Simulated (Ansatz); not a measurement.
The system is Si.

```xyz
1
Lattice="2.6205 0.0000 0.0000 -1.3103 2.2695 0.0000 0.0000 0.0000 2.4664" Properties=species:S:1:pos:R:3 pbc="T T T"
Si    0.0000    0.0000    0.0000
```

This isn't the form of Si at room conditions, which is diamond.

Base run:

| Quantity | Value |
| --- | --- |
| Program | Ansatz 0.2.0 |
| Functional | PBEsol |
| Potentials or basis | Ansatz PAW |
| Cutoff | 420 eV (not typed: the program's choice for these potentials) |
| k mesh | 12 × 12 × 11 |
| Occupations | fermi-dirac, width 0.05 eV |
| Spin | no spin polarisation |

Its results: band gap on the k mesh none (metal or under the smearing width); pressure 0.5 GPa.

Problem. The run is repeated on the same cell with these changes: functional from PBEsol to LDA. What comes out?

Solution. Band gap on the k mesh none (metal or under the smearing width); pressure -1.0 GPa.

LDA binds more tightly than PBEsol, so the same cell stands under less pressure.

Caveats: the PAW data sets come from PBE, with cores solved anew for the run's functional, which leaves a small shift of forces and pressure.
